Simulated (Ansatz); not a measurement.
All numbers below come from DFT PBE, scalar-relativistic, plane waves, PAW in Ansatz 0.2.0. All cells share a 420 eV cutoff and Γ-centred k meshes spaced at most about 0.3 Å⁻¹ (about 0.25 or finer for metals, 2π included). Spin is collinear in cells that carry moments; the others ran without spin or lost their moments.

All energies are static (0 K, no zero-point motion).

Two relaxed structures of B₄N₃:

1. (parallel moments up to 0.7 μB)

```
CELL_PARAMETERS angstrom
4.34256 0.00000 0.00000
-2.17128 3.76077 0.00000
0.00000 0.00000 6.20959
ATOMIC_POSITIONS crystal
B 0.66653 0.66653 0.50000
B 0.00000 0.33347 0.50000
B 0.33347 0.00000 0.50000
B 0.00000 0.00000 0.00000
N 0.00000 0.66685 0.50000
N 0.66685 0.00000 0.50000
N 0.33315 0.33315 0.50000
```

2. (no moments)

```
CELL_PARAMETERS angstrom
4.85504 0.00000 0.00000
-2.42752 4.20459 0.00000
0.00000 0.00000 3.25530
ATOMIC_POSITIONS crystal
B 0.50931 0.01863 0.00000
B 0.98137 0.49069 0.00000
B 0.50931 0.49069 0.00000
B 0.00000 0.00000 0.00000
N 0.16621 0.83379 0.00000
N 0.66758 0.83379 0.00000
N 0.16621 0.33242 0.00000
```

Question: Which form is favoured at zero pressure, and by what margin per atom?

Answer: Cell 2 is lower, by 173 meV/atom. Cell 1 has space group P-62m (No. 189), 14.5 Å³/atom and no gap on its mesh; cell 2 has space group P-6m2 (No. 187), 9.5 Å³/atom and no gap. Counting N atoms around B (those within 1.25 times the shortest such distance or 1.15 times the sum of covalent radii, 1.27 where that leaves under three; a plus sign parts nearer from farther groups; the shortest distance is added where it exceeds 1.18 times the sum of covalent radii; a slash parts the counts of unlike sites), cell 1 has B 3/6+6 from 3.4 Å and cell 2 has B 2/3. Their magnetic states differ too. In cell 1, B on a site of symmetry m2m is surrounded by 3 N at 1.45 Å, 6 B at 2.51 Å, 3 N at 2.89–2.90 Å and 2 B at 3.43 Å; B on a site of symmetry -62m has 6 N at 3.43 Å and 6 B at 3.43 Å (long against the sum of covalent radii); N has 3 B at 1.45 Å, 6 N at 2.51 Å, 3 B at 2.89–2.90 Å and 2 B at 3.43 Å. In cell 2, B on a site of symmetry mm2 is surrounded by 2 N at 1.44 Å; B on a site of symmetry -6m2 is surrounded by 3 N at 1.40 Å; N is surrounded by 3 B at 1.40–1.44 Å. Both come from invented guesses.

No dispersion correction is applied, so the spacing and binding between layers, chains or molecules are poorly described (P-62m, P-6m2), and this can change margins and order among such cells. In P-6m2 an odd number of electrons in the primitive cell allows no gap without spin; a larger cell or a magnetic state could open one. Another magnetic order may lie lower. Cells relaxed within their symmetry can be saddle points.
